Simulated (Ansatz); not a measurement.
## What a strained LiNbO3 layer does to its nuclei

Cell: an entry of the Crystallography Open Database (COD), ions relaxed with PBE at fixed cell.

```yaml
crystal:
  lattice:
    - [2.56890, 1.48316, 4.49957]
    - [-2.56890, 1.48316, 4.49957]
    - [0.00000, -2.96631, 4.49957]
  atoms:
    - { symbol: Li, position: [0.75000, 0.75000, 0.75000] }
    - { symbol: Li, position: [0.25000, 0.25000, 0.25000] }
    - { symbol: Nb, position: [0.50000, 0.50000, 0.50000] }
    - { symbol: Nb, position: [0.00000, 0.00000, 0.00000] }
    - { symbol: O, position: [0.62152, 0.87848, 0.25000] }
    - { symbol: O, position: [0.25000, 0.62152, 0.87848] }
    - { symbol: O, position: [0.87848, 0.25000, 0.62152] }
    - { symbol: O, position: [0.75000, 0.37848, 0.12152] }
    - { symbol: O, position: [0.37848, 0.12152, 0.75000] }
    - { symbol: O, position: [0.12152, 0.75000, 0.37848] }
```

Sites (sets of like atoms) are named by element and the number of their first atom in this list.

Method: Kohn–Sham DFT in Ansatz, PBE, plane waves and PAW, scalar-relativistic, 420 eV cutoff, Γ-centred 7×7×7 k-points, Fermi–Dirac smearing 0.02 eV.

The cell is stretched along z (the third Cartesian axis of the run's cell), x and y held, and the ions relax again each time.

2 of the 3 sets of like atoms are followed.

| strain along z (%) | Nb: V along z (10²¹ V/m²) | O: V along z (10²¹ V/m²) |
| --- | --- | --- |
| -3 | 2.64 | 0.04 |
| -2 | 1.82 | 0.07 |
| -1 | 1.01 | 0.11 |
| 0 | 0.22 | 0.14 |
| +1 | -0.55 | 0.18 |
| +2 | -1.31 | 0.22 |
| +3 | ? | ? |

Question: Estimate the row at +3 % from the others.

Answer: Nb: -2.05; O: 0.27. Worked for Nb: a straight line through the other 6 rows has a slope of -0.789 × 10²¹ V/m² per per cent of strain and gives -2.13 at +3 %, against -2.05 from the run, so the response is nearly linear here. For ⁹³Nb that is 6.1 MHz of C_Q per per cent. Worked for O: a straight line through the other 6 rows has a slope of 0.035 × 10²¹ V/m² per per cent of strain and gives 0.25 at +3 %, against 0.27 from the run; over all rows the step per per cent runs from 0.030 at the compressed end to 0.046 at the stretched end.

At this cell the PBE pressure is 9 GPa, so with PBE the cell would grow if it were relaxed. This high-symmetry form of LiNbO3 is unstable when cold, to polar shifts of Li and Nb. The symmetry of the cell holds that distortion back, wholly or in part, and it would change the field gradients, the more the larger the distortion. Without spin–orbit coupling (the program notes it for Nb) the gradients are little affected as a rule: paired runs on crystals with a gap mostly move them by under 2 % at such atoms.
